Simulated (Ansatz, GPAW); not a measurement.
This is a calculation of Cs for GPAW 26.7.0 (ASE script). This isn't the form of Cs at room conditions, which is bcc.

Contents of run.py:

```python
from ase.dft.bandgap import bandgap
from ase.io import read, write
from ase.units import GPa
from gpaw import GPAW, PW, setup_paths

setup_paths.insert(0, '.')

atoms = read('Cs.xyz')

calc = GPAW(mode=PW(600),
            xc='PBEsol',
            kpts={'size': (6, 6, 6), 'gamma': True},
            occupations={'name': 'methfessel-paxton', 'order': 0, 'width': 0.05},
            nbands=11,
            convergence={'density': 1e-05, 'energy': 1e-05},
            maxiter=150,
            txt='gpaw.txt')
atoms.calc = calc
energy = atoms.get_potential_energy()
forces = atoms.get_forces()
stress = atoms.get_stress()
calc.write('gs.gpw')
write('result.traj', atoms)
print(f'Energy: {energy:.6f} eV')
print('Forces (eV/A):')
print(forces.round(4))
print('Stress (GPa):', (stress / GPa).round(3))
print('Fermi level:', round(calc.get_fermi_level(), 4), 'eV')
print(f'Gap: {bandgap(calc)[0]:.4f} eV, direct: {bandgap(calc, direct=True)[0]:.4f} eV')
```

The input Cs.xyz:

```xyz
1
Lattice="0.0000000000 3.9483357400 3.9483357400 3.9483357400 0.0000000000 3.9483357400 3.9483357400 3.9483357400 0.0000000000" Properties=species:S:1:pos:R:3 pbc="T T T"
Cs     0.0000000000      0.0000000000      0.0000000000
```

Potentials or basis: PAW data sets generated in the run's folder for this functional, pw.

Command:

```sh
$ gpaw-setup -f PBEsol Cs
$ OMP_NUM_THREADS=1 python run.py
```

Problem. What does the same run look like in Ansatz 0.2.0? Potentials or basis there: Ansatz PAW, cutoff 420 eV.

Solution. As run (cutoffs and basis follow the program's own potentials, and thresholds, step limits or extra output files can differ):

input.yaml

```yaml
crystal:
  lattice:
    - [0.0, 3.94833574, 3.94833574]
    - [3.94833574, 0.0, 3.94833574]
    - [3.94833574, 3.94833574, 0.0]
  atoms:
    - { symbol: Cs, position: [0.0, 0.0, 0.0] }
hamiltonian:
  xc: pbesol
  pseudopotentials: { kind: paw }
kpoints:
  mp_grid: { grid: [6, 6, 6] }
scf:
  occupations: { method: gaussian, width: 0.05 }
output:
  forces: true
  stress: true
  eigenvalues: true
```

Potentials or basis: Ansatz PAW.

Run with:

```console
$ ansatz run input.yaml --threads 1 --pin off --max-ram 3584MiB --backend cpu --events-out ev --progress --plain --runs-dir out
```

Both were run:

|  | GPAW | Ansatz |
| --- | --- | --- |
| Pressure | -0.2 GPa | -0.2 GPa |

Ansatz's pressure holds a Pulay term of +0.00 GPa for its cutoff of 420 eV, which the other run lacks.

Ansatz's potentials were made for PBE.

Where Ansatz's input types no cutoff or centring, it takes its own default and a Γ-centred mesh.

Pressure is positive in compression.
